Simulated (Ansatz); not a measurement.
# CoSn2 (I4/mcm) in Ansatz: a series of runs

The runs below take CoSn2 through single point, with PBEsol.

Program: Ansatz 0.2.0. These are calculated values, not measurements. Logs are shortened: lines on timing, memory, paths and dates and some standing lists are left out, and cuts for length are marked.

## 1. The structure

It takes space group I4/mcm (No. 140, tetragonal). The conventional cell has a = 6.365 Å, b = 6.365 Å, c = 5.457 Å, α = 90.00°, β = 90.00°, γ = 90.00°. Sn (site symmetry m2m) is surrounded by 4 Co at 2.76 Å and 1 Sn at 2.84 Å. Around Co (site symmetry 422) lie 2 Co at 2.73 Å and 8 Sn at 2.76 Å.

## 2. Single point, PBEsol, collinear spin, ferromagnetic start, 17.32 Å³/atom (volume scaled by 0.94)

Contents of input.yaml:

```yaml
crystal:
  lattice:
    - [-3.117532791, 3.117532791, 2.6728006976]
    - [3.117532791, -3.117532791, 2.6728006976]
    - [3.117532791, 3.117532791, -2.6728006976]
  atoms:
    - { symbol: Sn, position: [0.842, 0.658, 0.5] }
    - { symbol: Sn, position: [0.342, 0.842, 0.184] }
    - { symbol: Sn, position: [0.158, 0.342, 0.5] }
    - { symbol: Sn, position: [0.658, 0.158, 0.816] }
    - { symbol: Co, position: [0.75, 0.75, 0.0], spin: 2.0 }
    - { symbol: Co, position: [0.25, 0.25, 0.0], spin: 2.0 }
kpoints:
  mp_grid: { grid: [7, 7, 7] }
scf:
  occupations: { method: fermi_dirac, width: 0.05 }
hamiltonian:
  xc: pbesol
  pseudopotentials: { kind: all_electron, lapw: { basis_error: 0.001 } }
magnetization:
  spin_polarized: true
output:
  forces: true
  stress: true
  eigenvalues: true
```

Potentials or basis: all-electron LAPW, scalar-relativistic.

On the command line:

```bash
$ ansatz run input.yaml --threads 4 --pin off --max-ram 14336MiB --backend cpu --events-out ev --progress --plain --runs-dir out
```

Log:

```text
Warning: RAYON_NUM_THREADS=4 ignored (pool sized by the plan → 4); use --threads N
LAPW: plane waves up to 8.366 Å⁻¹, error target 1.0e-3 eV per atom; small_component_spin mean_spin; Co in spheres of 1.324 Å, 17 of its electrons in bands, Dirac shells []; Sn in spheres of 1.379 Å, 22 of its electrons in bands, Dirac shells [] (how accurate: hamiltonian.pseudopotentials.lapw.basis_error, Limitations)
Engine: ansatz 0.2.0, aarch64-unknown-linux-gnu
Pseudopotentials: kind: all_electron
Pseudopotential: Sn, LAPW, valence charge 22, lapw/all_electron/scalar/gaussian/Sn, Koelling and Harmon's equation, gaussian nucleus
Pseudopotential: Co, LAPW, valence charge 17, lapw/all_electron/scalar/gaussian/Co, Koelling and Harmon's equation, gaussian nucleus
Functional definition: PBEsol
  exchange = pbesol_x
  correlation = pbesol_c
Crystal: 6 atoms, lattice volume = 103.908 Å³
Basis set: ecut = 266.66814071853923 eV, 1011 PW (Γ), exchange–correlation at level 2
Bands: 76, of which v1, the nominal top of the filled ones, is band 61 counted from 1 (60 counted from 0)
Symmetry: 16 space group operations
Space group: I4/mcm (ITA 140), of the structure as read, at distance tolerance 4.7e-5 Å
Magnetic group: BNS 140.541 (UNI 1201), of the structure as read, at distance tolerance 4.7e-5 Å
k-points: 40 of 343
Non-local potential: Sn, projectors of the file, none
Non-local potential: Co, projectors of the file, none
Initial density: superposition of atomic densities (chi_scale 0.1, normalization cell)
Starting moments: Σ|m| = 4 μB on 2 of 6 sites
[... 30 lines left out ...]
Harris-Foulkes:  -747829.569148 eV  (|F-HF|=1.28e-8)
Internal energy: -747829.548039 eV  (E = F + TS)
E sigma→0 (E₀):  -747829.558594 eV
Entropy (-TS):   -0.021110 eV (-3.518 meV/atom)
Fermi energy:    19.033718 eV
--- Per-component energies (eV) ---
  E_band       = -2797.958829
  E_kinetic    = 783656.489129
  E_xc         = -20879.950838
  E_electrostatic = -1510606.086330  (all electrons and nuclei)
  E_smearing   = -0.021110  (= −TS)
  E_closure    = 0.000000  (closes the sum)
  E_atoms      = -747794.070011  (free atoms, spherical and without spin; not in F)
  Σ components = -747829.569148   (vs F -747829.569148, Δ=0.00e0)
  Basis errors (estimates in eV, not in F): energy 3.2e-4 per atom: plane waves 2.8e-4 (1.5e-4 summed), levels above the bands 3.3e-82, relativity 1.2e-8, radial functions 3.9e-5, core shells 7.2e-8; eigenvalues (radial functions only) 1.9e-6; not estimated: angular momenta, meshes, grids; target (lapw.basis_error) 1.0e-3; muffin-tin radii Co 1.324 Å, Sn 1.379 Å
--- Forces (eV/Å), atoms counted from 1 ---
  atom   1  Sn     0.67180793    -0.67180793     0.00000000
  atom   2  Sn    -0.67180793    -0.67180793    -0.00000000
  atom   3  Sn    -0.67180793     0.67180793    -0.00000000
  atom   4  Sn     0.67180793     0.67180793     0.00000000
  atom   5  Co     0.00000000     0.00000000     0.00000000
  atom   6  Co    -0.00000000     0.00000000    -0.00000000
  max |Σ_I F_I| component: 1.18e-16 eV/Å
--- Stress (GPa, compression-positive) ---
        3.275511       0.000000       0.000000
        0.000000       3.275511       0.000000
        0.000000       0.000000       2.612937
  P = ⅓ Tr σ = 3.0547 GPa (30.547 kbar)
--- Band table (eV; the first three rows and the last of 80) ---
  k-point 0 ↑: bands = ["-110.1643", "-110.1640", "-110.1630", "-110.1630", "-75.1506", "-75.1432", "-66.0323", "-66.0314", "-66.0255", "-66.0255", "-66.0239", "-66.0216", "-66.0164", "-66.0164", "-65.9617", "-65.9617", "-65.9607", "-65.9598", "-38.6255", "-38.6248", "-38.6248", "-38.6167", "-38.6167", "-38.5411", "-2.5870", "-2.5533", "-2.5104", "-2.4982", "-2.4955", "-2.4955", "-2.4374", "-2.4075", "-2.4075", "-2.3729", "-2.3225", "-2.3216", "-2.3216", "-2.2894", "-2.2774", "-2.2439", "-2.2439", "-2.2248", "-2.2248", "-2.2055", "6.4545", "12.8052", "13.8170", "13.8170", "15.3074", "15.3402", "15.3402", "15.7877", "16.1937", "16.6286", "16.6286", "16.9211", "16.9830", "17.4171", "17.8884", "17.9955", "18.4843", "18.4843", "19.3944", "19.5285", "19.6307", "19.6307", "21.9316", "24.4062", "24.4062", "24.4240", "24.9959", "27.0937", "30.7196", "30.7196", "31.6261", "31.9801"]
  k-point 1 ↑: bands = ["-110.1643", "-110.1640", "-110.1631", "-110.1630", "-75.1506", "-75.1432", "-66.0320", "-66.0314", "-66.0259", "-66.0255", "-66.0235", "-66.0216", "-66.0166", "-66.0164", "-65.9617", "-65.9617", "-65.9606", "-65.9600", "-38.6255", "-38.6248", "-38.6247", "-38.6167", "-38.6167", "-38.5411", "-2.6049", "-2.5648", "-2.5293", "-2.4903", "-2.4870", "-2.4827", "-2.4202", "-2.4083", "-2.3970", "-2.3734", "-2.3345", "-2.3293", "-2.3289", "-2.2712", "-2.2703", "-2.2514", "-2.2468", "-2.2443", "-2.2163", "-2.1864", "6.6201", "12.1888", "13.2458", "13.8217", "14.9017", "15.4156", "15.6546", "15.9407", "16.1472", "16.6322", "16.7461", "16.9974", "17.0679", "17.7250", "17.9082", "18.4607", "18.4609", "18.6074", "19.6182", "19.8083", "19.9157", "20.0846", "22.1178", "22.6510", "23.0252", "26.3087", "26.6437", "27.0987", "29.0772", "29.9751", "30.2040", "30.8180"]
  k-point 2 ↑: bands = ["-110.1642", "-110.1640", "-110.1631", "-110.1630", "-75.1506", "-75.1432", "-66.0318", "-66.0311", "-66.0265", "-66.0255", "-66.0229", "-66.0216", "-66.0171", "-66.0164", "-65.9617", "-65.9616", "-65.9605", "-65.9602", "-38.6256", "-38.6249", "-38.6247", "-38.6168", "-38.6167", "-38.5411", "-2.6327", "-2.5691", "-2.5602", "-2.4862", "-2.4736", "-2.4684", "-2.4118", "-2.4104", "-2.3823", "-2.3617", "-2.3458", "-2.3417", "-2.3321", "-2.2719", "-2.2608", "-2.2601", "-2.2539", "-2.2379", "-2.1940", "-2.1755", "7.1112", "10.7269", "12.7441", "13.8224", "15.0903", "15.1573", "15.5470", "15.6154", "16.4720", "16.8411", "16.9701", "17.0507", "17.4003", "17.7259", "17.9092", "18.4145", "18.4822", "19.4073", "19.9995", "20.6338", "20.9552", "21.0809", "21.8380", "22.5493", "22.8160", "25.7697", "26.3685", "26.8039", "28.7158", "29.1222", "29.2948", "29.5855"]
  k-point 39 ↓: bands = ["-110.1639", "-110.1639", "-110.1632", "-110.1632", "-75.1506", "-75.1432", "-66.0318", "-66.0296", "-66.0279", "-66.0252", "-66.0218", "-66.0217", "-66.0175", "-66.0175", "-65.9618", "-65.9613", "-65.9612", "-65.9595", "-38.6257", "-38.6250", "-38.6250", "-38.6168", "-38.6168", "-38.5411", "-2.6347", "-2.6318", "-2.5987", "-2.4984", "-2.4274", "-2.4214", "-2.4207", "-2.4177", "-2.3912", "-2.3869", "-2.3579", "-2.3240", "-2.3185", "-2.2742", "-2.2495", "-2.2462", "-2.2258", "-2.2211", "-2.1844", "-2.1840", "9.2674", "10.4140", "10.8027", "11.6196", "12.8881", "12.9375", "15.9736", "16.1250", "16.8619", "17.0845", "17.4115", "17.8500", "18.0418", "18.3903", "18.3919", "19.2412", "19.5729", "19.7872", "20.8205", "21.4647", "22.4447", "22.7669", "22.9245", "24.6674", "24.7304", "25.0214", "25.7879", "27.2048", "27.4745", "27.6310", "28.2790", "28.6115"]
```

It took 71 s on 4 threads of Arm Neoverse V1, shared host; peak memory 1.5 GiB.

What came out:

| Quantity | Value |
| --- | --- |
| Free energy | -747829.5691 eV |
| Pressure | 3.1 GPa |
| Largest force | 0.950 eV/Å |
| Band gap on the k mesh | none (metal or under the smearing width) |
| Net moment | 0.00 μB per cell |
| Absolute moment | 0.00 μB per cell |

Caveat: the starting moments collapsed, and a magnetic state may lie lower; the starting moments weren't kept.

## 3. Single point, PBEsol, collinear spin, ferromagnetic start, 17.69 Å³/atom (volume scaled by 0.96)

Edit input.yaml of step 2 so:

```diff
@@ -2,5 +2,5 @@
   lattice:
-    - [-3.117532791, 3.117532791, 2.6728006976]
-    - [3.117532791, -3.117532791, 2.6728006976]
-    - [3.117532791, 3.117532791, -2.6728006976]
+    - [-3.1394879706, 3.1394879706, 2.6916238579]
+    - [3.1394879706, -3.1394879706, 2.6916238579]
+    - [3.1394879706, 3.1394879706, -2.6916238579]
   atoms:
```

Potentials or basis: all-electron LAPW, scalar-relativistic.

On the command line:

```bash
$ ansatz run input.yaml --threads 4 --pin off --max-ram 14336MiB --backend cpu --events-out ev --progress --plain --runs-dir out
```

Wall time 68 s (4 threads of Arm Neoverse V1, shared host); peak memory 1.5 GiB.

The run converged. Its results:

```
Free energy            : -747829.5923 eV
Pressure               : 0.4 GPa
Largest force          : 0.916 eV/Å
Band gap on the k mesh : none (metal or under the smearing width)
Net moment             : 0.00 μB per cell
Absolute moment        : 0.00 μB per cell
```

Caveat: the starting moments collapsed, and a magnetic state may lie lower; the starting moments weren't kept.

## 4. Single point, PBEsol, collinear spin, ferromagnetic start, 18.05 Å³/atom (volume scaled by 0.98)

Edit input.yaml of step 3 so:

```diff
@@ -2,5 +2,5 @@
   lattice:
-    - [-3.1394879706, 3.1394879706, 2.6916238579]
-    - [3.1394879706, -3.1394879706, 2.6916238579]
-    - [3.1394879706, 3.1394879706, -2.6916238579]
+    - [-3.161140296, 3.161140296, 2.7101873677]
+    - [3.161140296, -3.161140296, 2.7101873677]
+    - [3.161140296, 3.161140296, -2.7101873677]
   atoms:
```

On the command line:

```bash
$ ansatz run input.yaml --threads 4 --pin off --max-ram 14336MiB --backend cpu --events-out ev --progress --plain --runs-dir out
```

Wall time 71 s (4 threads of Arm Neoverse V1, shared host); peak memory 1.5 GiB.

It converged, with:

```yaml
Free_energy: -747829.5807 eV
Pressure: -2.0 GPa
Largest_force: 0.884 eV/Å
Band_gap_on_the_k_mesh: none (metal or under the smearing width)
Net_moment: 0.00 μB per cell
Absolute_moment: 0.00 μB per cell
```

Caveat: the starting moments collapsed, and a magnetic state may lie lower; the starting moments weren't kept.

## 5. Single point, PBEsol, collinear spin, ferromagnetic start, 18.42 Å³/atom

Edit input.yaml of step 4 so:

```diff
@@ -2,5 +2,5 @@
   lattice:
-    - [-3.161140296, 3.161140296, 2.7101873677]
-    - [3.161140296, -3.161140296, 2.7101873677]
-    - [3.161140296, 3.161140296, -2.7101873677]
+    - [-3.1825, 3.1825, 2.7285]
+    - [3.1825, -3.1825, 2.7285]
+    - [3.1825, 3.1825, -2.7285]
   atoms:
```

On the command line:

```bash
$ ansatz run input.yaml --threads 4 --pin off --max-ram 14336MiB --backend cpu --events-out ev --progress --plain --runs-dir out
```

Wall time 71 s (4 threads of Arm Neoverse V1, shared host); peak memory 1.5 GiB.

Results (log left out):

```
Free energy            : -747829.5383 eV
Pressure               : -4.1 GPa
Largest force          : 0.854 eV/Å
Band gap on the k mesh : none (metal or under the smearing width)
Net moment             : 0.00 μB per cell
Absolute moment        : 0.00 μB per cell
```

Caveat: the starting moments collapsed, and a magnetic state may lie lower; the starting moments weren't kept.

## 6. Single point, PBEsol, collinear spin, ferromagnetic start, 18.79 Å³/atom (volume scaled by 1.02)

Edit input.yaml of step 5 so:

```diff
@@ -2,5 +2,5 @@
   lattice:
-    - [-3.1825, 3.1825, 2.7285]
-    - [3.1825, -3.1825, 2.7285]
-    - [3.1825, 3.1825, -2.7285]
+    - [-3.2035767732, 3.2035767732, 2.746570063]
+    - [3.2035767732, -3.2035767732, 2.746570063]
+    - [3.2035767732, 3.2035767732, -2.746570063]
   atoms:
```

Potentials or basis: all-electron LAPW, scalar-relativistic.

On the command line:

```bash
$ ansatz run input.yaml --threads 4 --pin off --max-ram 14336MiB --backend cpu --events-out ev --progress --plain --runs-dir out
```

Wall time 72 s (4 threads of Arm Neoverse V1, shared host); peak memory 1.5 GiB.

It converged, with:

```
Free energy            : -747829.4688 eV
Pressure               : -5.9 GPa
Largest force          : 0.826 eV/Å
Band gap on the k mesh : none (metal or under the smearing width)
Net moment             : 0.00 μB per cell
Absolute moment        : 0.00 μB per cell
```

Caveat: the starting moments collapsed, and a magnetic state may lie lower; the starting moments weren't kept.

## 7. Single point, PBEsol, collinear spin, ferromagnetic start, 19.16 Å³/atom (volume scaled by 1.04)

Edit input.yaml of step 6 so:

```diff
@@ -2,5 +2,5 @@
   lattice:
-    - [-3.2035767732, 3.2035767732, 2.746570063]
-    - [3.2035767732, -3.2035767732, 2.746570063]
-    - [3.2035767732, 3.2035767732, -2.746570063]
+    - [-3.2243798027, 3.2243798027, 2.7644054333]
+    - [3.2243798027, -3.2243798027, 2.7644054333]
+    - [3.2243798027, 3.2243798027, -2.7644054333]
   atoms:
```

On the command line:

```bash
$ ansatz run input.yaml --threads 4 --pin off --max-ram 14336MiB --backend cpu --events-out ev --progress --plain --runs-dir out
```

Run time: 70 s. Hardware: 4 threads of Arm Neoverse V1, shared host; peak memory 1.5 GiB.

It converged, with:

* Free energy: -747829.3753 eV
* Pressure: -7.6 GPa
* Largest force: 0.800 eV/Å
* Band gap on the k mesh: none (metal or under the smearing width)
* Net moment: 0.00 μB per cell
* Absolute moment: 0.00 μB per cell

Caveat: the starting moments collapsed, and a magnetic state may lie lower; the starting moments weren't kept.

## 8. Single point, PBEsol, collinear spin, ferromagnetic start, 19.53 Å³/atom (volume scaled by 1.06)

Edit input.yaml of step 7 so:

```diff
@@ -2,5 +2,5 @@
   lattice:
-    - [-3.2243798027, 3.2243798027, 2.7644054333]
-    - [3.2243798027, -3.2243798027, 2.7644054333]
-    - [3.2243798027, 3.2243798027, -2.7644054333]
+    - [-3.2449178074, 3.2449178074, 2.782013586]
+    - [3.2449178074, -3.2449178074, 2.782013586]
+    - [3.2449178074, 3.2449178074, -2.782013586]
   atoms:
```

On the command line:

```bash
$ ansatz run input.yaml --threads 4 --pin off --max-ram 14336MiB --backend cpu --events-out ev --progress --plain --runs-dir out
```

Wall time 74 s (4 threads of Arm Neoverse V1, shared host); peak memory 1.5 GiB.

It converged, with:

- Free energy: -747829.2608 eV
- Pressure: -9.0 GPa
- Largest force: 0.775 eV/Å
- Band gap on the k mesh: none (metal or under the smearing width)
- Net moment: 0.00 μB per cell
- Absolute moment: 0.00 μB per cell

Caveat: the starting moments collapsed, and a magnetic state may lie lower; the starting moments weren't kept.
